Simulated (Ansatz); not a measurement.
**Ti₃Al: a line through an energy map**

How does the energy of Ti3Al (P-6m2, No. 187; 4 atoms in the cell) vary with volume per atom, at c/a of the conventional cell = 3.557?

Program: Ansatz 0.2.0. Level of theory: DFT PBE, scalar-relativistic, plane waves, PAW. These are calculated values, not measurements.

17 further runs of the same task are left out: 17 set aside as unsound or not needed.

**1. Starting point**

The structure is hexagonal, space group P-6m2 (No. 187). Conventional cell: a = 2.930 Å, b = 2.930 Å, c = 9.232 Å, α = 90.00°, β = 90.00°, γ = 120.00°. Around Ti (site symmetry -6m2) lie 12 Ti at 2.86 to 2.93 Å. Ti (site symmetry 3m) has 9 Ti at 2.86 to 2.93 Å and 3 Al at 2.86 Å as nearest neighbours. Around Al (site symmetry -6m2) lie 6 Ti at 2.86 Å and 6 Al at 2.93 Å.

Structure file:

```cif
data_structure
_symmetry_space_group_name_H-M 'P 1'
_symmetry_Int_Tables_number 1
_cell_length_a 2.9297
_cell_length_b 2.9297
_cell_length_c 9.2315
_cell_angle_alpha 90.000
_cell_angle_beta 90.000
_cell_angle_gamma 120.000
_cell_volume 68.62
loop_
_atom_site_label
_atom_site_type_symbol
_atom_site_fract_x
_atom_site_fract_y
_atom_site_fract_z
_atom_site_occupancy
Ti1 Ti 0.66667 0.33333 0.00000 1
Ti2 Ti 0.33333 0.66667 0.75046 1
Ti3 Ti 0.33333 0.66667 0.24954 1
Al1 Al 0.66667 0.33333 0.50000 1
```

It goes back to an entry of the Materials Project, which need not be the stable form.

This cell was relaxed beforehand with the same method: volume 17.16 Å³/atom, gap on the mesh none (metal).

**2. Plan of the line**

The energy is mapped over volume and the cell's shape.

The axes are (1) volume per atom: 7 values from 15.78 to 18.53 Å³; (2) c/a of the conventional cell: 7 values from 2.627 to 3.780.

Nothing else is relaxed (fractional coordinates fixed). Energies count from the relaxed crystal. Points are written as (first, second).

**3. Grid point (16.70 Å³, 3.557)**

File input.yaml:

```yaml
crystal:
  lattice:
    - [2.7883912112, 0.0, 0.0]
    - [-1.3941956056, 2.4148176246, 0.0]
    - [0.0, 0.0, 9.9194228948]
  atoms:
    - { symbol: Ti, position: [0.6666666667, 0.3333333333, 0.0] }
    - { symbol: Ti, position: [0.3333333333, 0.6666666667, 0.75045757] }
    - { symbol: Ti, position: [0.3333333333, 0.6666666667, 0.24954243] }
    - { symbol: Al, position: [0.6666666667, 0.3333333333, 0.5] }
basis:
  ecutwfc: 520.0
kpoints:
  mp_grid: { grid: [18, 18, 6] }
hamiltonian:
  xc: pbe
  pseudopotentials: { kind: paw, azcp: { folder: soft_1 } }
scf:
  occupations: { method: gaussian, width: 0.15 }
output:
  forces: true
  stress: true
  eigenvalues: true
```

On the command line:

```sh
> ansatz run input.yaml --threads 2 --pin off --max-ram 4096MiB --backend cpu --events-out ev --progress --plain --runs-dir out
```

Further runs follow: the other points of the line.

What does the calculation give? Wanted: for each run, volume per atom; energy; slope; pressure; largest force on an atom.

**Answer**, as computed:

```
volume per atom (Å³)  step  energy (meV/atom)  slope (meV/atom per Å³)  pressure (GPa)  largest force on an atom (eV/Å)
               15.78     –                111                      −63            10.0                             0.46
               16.24     –                 88                      −39             6.2                             0.41
               16.70     3                 75                      −18             2.9                             0.36
               17.16     4                 71                        1            −0.1                             0.31
               17.61     5                 75                       17            −2.7                             0.27
               18.07     6                 86                       31            −5.0                             0.23
               18.53     7                104                       44            −7.1                             0.19
```

Energies count from the relaxed crystal. Rows without a step come from runs not printed here or follow by symmetry. Slopes come from the forces (and the stress, where the cell changes), not from differences of energies.

What this shows: Along the line the energy is lowest at 17.16 Å³, 71 meV/atom from the zero. A fit to energies and slopes at the lowest point and its two neighbours puts the minimum at 17.139 Å³, with a curvature of about 38 meV/atom per (Å³)². V·d²E/dV² there is about 110 GPa, a bulk modulus under this line's constraint. The highest point computed, at 15.78 Å³, lies 40 meV/atom above the lowest. This is one cut through a surface in two coordinates; the map's lowest point lies off it.
